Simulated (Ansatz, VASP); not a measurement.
## Two plane-wave programs on Rh

Contents of INCAR:

```
SYSTEM = Rh
PREC = Accurate ; ENCUT = 520
EDIFF = 1E-7 ; ISMEAR = 0
SIGMA = 0.15 ; LREAL = .False.
LASPH = .True. ; NELM = 60
ALGO = Fast ; ISIF = 2
LWAVE = .False. ; LCHARG = .False.
GGA = PE ; NBANDS = 14
```

The input KPOINTS:

```
Automatic mesh
0
Gamma
  22 22 22
  0 0 0
```

File POSCAR:

```
Rh
1.0
    0.0000000000      2.1737270190      1.7242002714
    2.1737270190      0.0000000000      1.7242002714
    2.1737270190      2.1737270190      0.0000000000
Rh
1
Direct
    0.0000000000      0.0000000000      0.0000000000
```

Input for Ansatz:

```yaml
crystal:
  lattice:
    - [0.0, 2.173727019, 1.7242002714]
    - [2.173727019, 0.0, 1.7242002714]
    - [2.173727019, 2.173727019, 0.0]
  atoms:
    - { symbol: Rh, position: [0.0, 0.0, 0.0] }
basis:
  ecutwfc: 420
kpoints:
  mp_grid: { grid: [22, 22, 22] }
hamiltonian:
  xc: pbe
  pseudopotentials: { kind: paw, azcp: { folder: soft_1 } }
scf:
  occupations: { method: gaussian, width: 0.15 }
output:
  forces: true
  stress: true
  eigenvalues: true
```

Alike in both runs: task single point; functional PBE; k mesh 22 × 22 × 22; occupations gaussian, width 0.15 eV; no spin polarisation.

|  | VASP | Ansatz |
| --- | --- | --- |
| version | VASP 6.6.1 | Ansatz 0.2.0 |
| potentials or method | VASP PAW PBE potentials, release 64 (Rh_pv) | scalar-relativistic, plane waves, PAW |
| plane-wave cutoff (eV) | 520 | 420 |
| valence electrons in the cell | 15 | 17 |

Ansatz gave:

| Item | Value |
| --- | --- |
| gap on the k mesh at the Fermi level (eV) | none |
| pressure (GPa) | -21.7 |
| largest component of the traceless stress (GPa) | 11.09 |

Estimate VASP's values.

gap on the k mesh at the Fermi level (eV): none; pressure (GPa): -21.7; largest component of the traceless stress (GPa): 11.07.

A gap of «none» marks a metal or a gap that the smearing closes. With one functional, cell and mesh, what is left measures potentials, basis and numerics. The two sets of potentials don't hold the same shells in valence.

Caveats: so large a pressure means that the cell lies far from this level's equilibrium, or that cutoff or potentials fall short (VASP).
